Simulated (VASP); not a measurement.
Computed with TPSS meta-GGA, VASP's PBE PAW potentials (set 64) (plane waves; VASP).

A VASP calculation is set up with these files.

### KPOINTS
```
Automatic mesh
0
Gamma
  6 6 6
```

File POSCAR:
```
BaF2
1.0
  0.0000000000   3.1217611115   3.1217611115
  3.1217611115   0.0000000000   3.1217611115
  3.1217611115   3.1217611115   0.0000000000
Ba F
1 2
Cartesian
  0.0000000000   0.0000000000   0.0000000000
  1.5608805558   1.5608805558   1.5608805558
  4.6826416673   4.6826416673   4.6826416673
```

INCAR:
```
ENCUT  =  520   # plane-wave cut-off (eV)
NSW  =  60   # most ionic steps
PREC  =  Accurate
IBRION  =  2   # conjugate gradients
LCHARG  =  .FALSE.
METAGGA  =  TPSS
LMAXMIX  =  4
ISMEAR  =  0
ISIF  =  3   # ions, shape and volume
EDIFF  =  1E-6
SIGMA  =  0.05
LWAVE  =  .FALSE.
EDIFFG  =  -0.02   # ionic stop
SYSTEM  =  BaF2
LASPH  =  .TRUE.   # aspherical one-centre terms
LREAL  =  .FALSE.   # projection in real space or not
ALGO  =  Normal
NELM  =  100   # most electronic steps
LMIXTAU  =  .TRUE.
```

POTCAR, in this order: Ba_sv F (PBE.64 set). Program: vasp_std.

What VASP printed:

OSZICAR:
```
       N       E                     dE             d eps       ncg     rms          rms(c)
DAV:   1     0.158005090586E+03    0.15801E+03   -0.13278E+04   512   0.140E+03
DAV:   2    -0.153590171594E+02   -0.17336E+03   -0.16945E+03   672   0.310E+02
DAV:   3    -0.220516078130E+02   -0.66926E+01   -0.66862E+01   640   0.748E+01
DAV:   4    -0.221611117790E+02   -0.10950E+00   -0.10950E+00   688   0.776E+00
DAV:   5    -0.221649389360E+02   -0.38272E-02   -0.38271E-02   704   0.921E-01    0.801E+00
DAV:   6    -0.297707361311E+02   -0.76058E+01   -0.68165E+01   512   0.117E+02    0.653E+00
DAV:   7    -0.299970955666E+02   -0.22636E+00   -0.15327E+00   584   0.127E+01    0.354E+00
DAV:   8    -0.301527362788E+02   -0.15564E+00   -0.42689E+00   536   0.141E+01    0.303E+00
DAV:   9    -0.298813569248E+02    0.27138E+00   -0.92700E-01   512   0.758E+00    0.663E-01
DAV:  10    -0.301299681928E+02   -0.24861E+00   -0.29930E-01   536   0.587E+00    0.937E-01
DAV:  11    -0.301153088521E+02    0.14659E-01   -0.33239E-02   616   0.185E+00    0.476E-01
DAV:  12    -0.301214659810E+02   -0.61571E-02   -0.14036E-01   576   0.292E+00    0.508E-01
DAV:  13    -0.301317602929E+02   -0.10294E-01   -0.22926E-02   560   0.151E+00    0.213E-01
DAV:  14    -0.301311587324E+02    0.60156E-03   -0.19967E-03   512   0.393E-01    0.126E-01
DAV:  15    -0.301314812928E+02   -0.32256E-03   -0.30804E-03   512   0.561E-01    0.203E-02
DAV:  16    -0.301316669887E+02   -0.18570E-03   -0.14047E-04   640   0.149E-01    0.142E-02
DAV:  17    -0.301316724058E+02   -0.54171E-05   -0.14810E-06   536   0.122E-02    0.114E-02
DAV:  18    -0.301316720595E+02    0.34633E-06   -0.81807E-06   512   0.312E-02
   1 F= -.30131672E+02 E0= -.30131672E+02  d E =-.301317E+02
```

File OUTCAR:
```
------------------------ aborting loop because EDIFF is reached ----------------------------------------
  FORCE on cell =-STRESS in cart. coord.  units (eV):
  Direction    XX          YY          ZZ          XY          YZ          ZX
  --------------------------------------------------------------------------------------
  Total        0.0509736      0.0509736      0.0509736     -0.0000000      0.0000000      0.0000000
  in kB        1.3422295      1.3422295      1.3422295     -0.0000000      0.0000000      0.0000000
  external PRESSURE =       1.3422295 kB  Pullay stress =       0.0000000 kB
  volume of cell :       60.85
      direct lattice vectors                 reciprocal lattice vectors
     0.000000000  3.121761112  3.121761112    -0.160166003  0.160166003  0.160166003
     3.121761112  0.000000000  3.121761112     0.160166003 -0.160166003  0.160166003
     3.121761112  3.121761112  0.000000000     0.160166003  0.160166003 -0.160166003
 POSITION                                       TOTAL-FORCE (eV/Angst)
 -----------------------------------------------------------------------------------
      0.00000      0.00000      0.00000         0.000000      0.000000      0.000000
      1.56088      1.56088      1.56088        -0.000000     -0.000000     -0.000000
      4.68264      4.68264      4.68264         0.000000      0.000000     -0.000000
 -----------------------------------------------------------------------------------
    total drift:                                0.000000      0.000000      0.000000
  FREE ENERGIE OF THE ION-ELECTRON SYSTEM (eV)
  ---------------------------------------------------
  free  energy   TOTEN  =       -30.1316720595 eV

  energy  without entropy=      -30.1316720595  energy(sigma->0) =      -30.13167206

 reached required accuracy - stopping structural energy minimisation
```
(Selected blocks of OUTCAR.)

The compound is BaF2 in the fluorite structure. It was relaxed first. The start is the result of an earlier pass.
